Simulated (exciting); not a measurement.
Write the native input for exciting (release sodium) that does the following.

```yaml
Task: single point
Functional: PBEsol
Potentials_or_basis: all-electron LAPW+lo, shipped species files, valence relativity iora*
rgkmax: 9
k_mesh: 9 × 9 × 9
Occupations: gaussian, width 0.02 eV
Spin: no spin polarisation
outputlevel: low
gmaxvr_cutoff_of_density_and_potential: 14 1/bohr
lmaxapw_and_lmaxmat: 10
lmaxvr: 8
nempty: 10
Valence_relativity: iora*
epsengy: 1e-05 Ha
epspot: 1e-05 Ha
maxscl: 60
Muffin-tin_radii: As 2.0 bohr
```

As:

```
CELL_PARAMETERS angstrom
4.13100 0.00000 0.00000
2.41839 3.34911 0.00000
2.41839 1.23667 3.11243
ATOMIC_POSITIONS crystal
As 0.22600 0.22600 0.22600
As 0.77400 0.77400 0.77400
```

These files were run (other wordings do the same):

input.xml

```xml
<input>
  <title>As</title>
  <structure speciespath="./" tshift="false">
    <crystal scale="1">
      <basevect>7.806458620829 0.000000000000 0.000000000000</basevect>
      <basevect>4.570093830143 6.328905006671 0.000000000000</basevect>
      <basevect>4.570093830143 2.336974681487 5.881631399600</basevect>
    </crystal>
    <species speciesfile="As.xml" rmt="2">
      <atom coord="0.226000000000 0.226000000000 0.226000000000"/>
      <atom coord="0.774000000000 0.774000000000 0.774000000000"/>
    </species>
  </structure>
  <groundstate do="fromscratch" ngridk="9 9 9" rgkmax="9" gmaxvr="14" lmaxapw="10" lmaxmat="10" lmaxvr="8" xctype="GGA_PBE_SOL" stype="Gaussian" swidth="0.00073499" nempty="10" ValenceRelativity="iora*" epsengy="1e-05" epspot="1e-05" maxscl="60" tforce="true" outputlevel="low"/>
</input>
```

Potentials or basis: all-electron LAPW+lo, shipped species files, valence relativity iora*.

The run is started by

```console
$ OMP_NUM_THREADS=1 exciting_smp
```

Results of the run:

```
Largest force : 0.399 eV/Å
```

Run time: 5.3 min on 1 thread of Arm Neoverse V2, with other jobs on the host, peak memory 0.14 GiB.
